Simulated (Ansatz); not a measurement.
Theory: Ansatz, DFT PBE, scalar-relativistic, plane waves, PAW. Settings: cutoff 420 eV, Γ-centred meshes spaced at most about 0.3 Å⁻¹, and about 0.25 Å⁻¹ or finer for metals (2π included), Gaussian smearing. No spin polarisation in the final relaxations.

All energies are static (0 K, no zero-point motion). All come from trial cells, and lower structures may exist.

Question: These unrelaxed guesses for CsH5 are each relaxed within their symmetry. Order them by the energy at which they end, lowest first.
1.

```
Cs H
1.0
     5.15648    0.00000    0.00000
    -2.57824    4.46564    0.00000
     0.00000    0.00000    4.09774
Cs H
1 5
Direct
  0.00000 0.00000 0.00000
  0.50000 0.00000 0.50000
  0.50000 0.50000 0.50000
  0.00000 0.50000 0.50000
  0.33333 0.66667 0.10357
  0.66667 0.33333 0.89643
```

2.

```
Cs H
1.0
     5.06287    0.00000    0.00000
     0.00000    8.77628    0.00000
     0.00000    0.00000    4.23883
Cs H
2 10
Direct
  0.00000 0.00000 0.00000
  0.50000 0.50000 0.00000
  0.48921 0.19017 0.00000
  0.01079 0.69017 0.00000
  0.51079 0.80983 0.00000
  0.98921 0.30983 0.00000
  0.29377 0.73683 0.50000
  0.70623 0.26317 0.50000
  0.50000 0.00000 0.50000
  0.00000 0.50000 0.50000
  0.20623 0.23683 0.50000
  0.79377 0.76317 0.50000
```

Answer: 1 (ends in P6/mmm, 0 meV/atom), 2 (ends in Cmmm, 190 meV/atom). Even the lowest end lies +0.35 eV/atom against the elements.

With hydrogen, zero-point motion can shift such differences by 10 meV/atom or more. Cells relaxed within their symmetry can be saddle points. Some structure types and database cells were kept out of the candidates from the start, so a known form may be missing.
